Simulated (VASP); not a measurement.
BeTe: relaxation of cell and atoms with r2SCAN

The system is BeTe.

```
CELL_PARAMETERS angstrom
0.00000 2.77000 2.77000
2.77000 0.00000 2.77000
2.77000 2.77000 0.00000
ATOMIC_POSITIONS crystal
Be 0.00000 0.00000 0.00000
Te 0.25000 0.25000 0.25000
```

- Program: VASP 6.6.1
- Task: relaxation of cell and atoms
- Functional: r2SCAN
- Potentials or basis: VASP PAW PBE potentials, release 64 (Be, Te)
- Cutoff: 600 eV
- k mesh: 8 × 8 × 8
- Occupations: gaussian, width 0.03 eV
- Spin: no spin polarisation
- Further INCAR settings: ALGO = Normal; EDIFF = 1e-06; IBRION = 2; EDIFFG = -0.01; NSW = 90; ISIF = 3

```yaml
Relaxed_volume: 22.69 Å³/atom
Relaxed_cell: a = 4.004 Å, b = 4.004 Å, c = 4.004 Å, α = 60.00°, β = 60.00°, γ = 60.00°
Space_group_after_relaxing_to_0.05_Å: F-43m (No. 216)
Energy_gained_by_relaxing: 19.0 meV/atom
Ionic_steps: 3
Pressure_after_relaxing: 0.0 GPa
Band_gap_on_the_k_mesh: 2.37 eV, indirect (least direct gap 4.03 eV)
```

The path:
```tsv
step	energy change (eV)	largest force (eV/Å)	pressure (GPa)	volume (Å³)
1	0.0000	0.0000	4.45	42.51
2	-0.0351	0.0000	-1.08	46.25
3	-0.0380	0.0000	0.02	45.38
```

Final structure:
```
Be Te
1.0
     0.00000    2.83108    2.83108
     2.83108    0.00000    2.83108
     2.83108    2.83108    0.00000
Be Te
1 1
Direct
  0.00000 0.00000 0.00000
  0.25000 0.25000 0.25000
```

Levels at points of the mesh, in eV from the valence-band top:
| k point | band 1 | band 2 | band 3 | band 4 | band 5 | band 6 | band 7 | band 8 |
| --- | --- | --- | --- | --- | --- | --- | --- | --- |
| (0.00, 0.00, 0.00) | -12.68 | 0.00 | 0.00 | 0.00 | 4.03 | 4.03 | 4.03 | 4.38 |
| (0.50, 0.00, 0.00) | -11.28 | -5.66 | -1.14 | -1.14 | 3.51 | 5.02 | 5.02 | 8.47 |
| (0.50, 0.50, 0.00) | -10.76 | -5.25 | -2.68 | -2.68 | 2.37 | 3.01 | 10.47 | 10.47 |

Run time: 2.1 min on 1 thread of Intel(R) Xeon(R) Platinum 8488C (Sapphire Rapids), on a shared host, peak memory 0.19 GiB.

Caveat: the PAW data sets were made with another functional, which shifts forces and pressure a little; spin-orbit coupling is left out, which moves the levels of the heavy elements. r2SCAN opens gaps a little over a GGA but as a rule still falls short of measured ones.
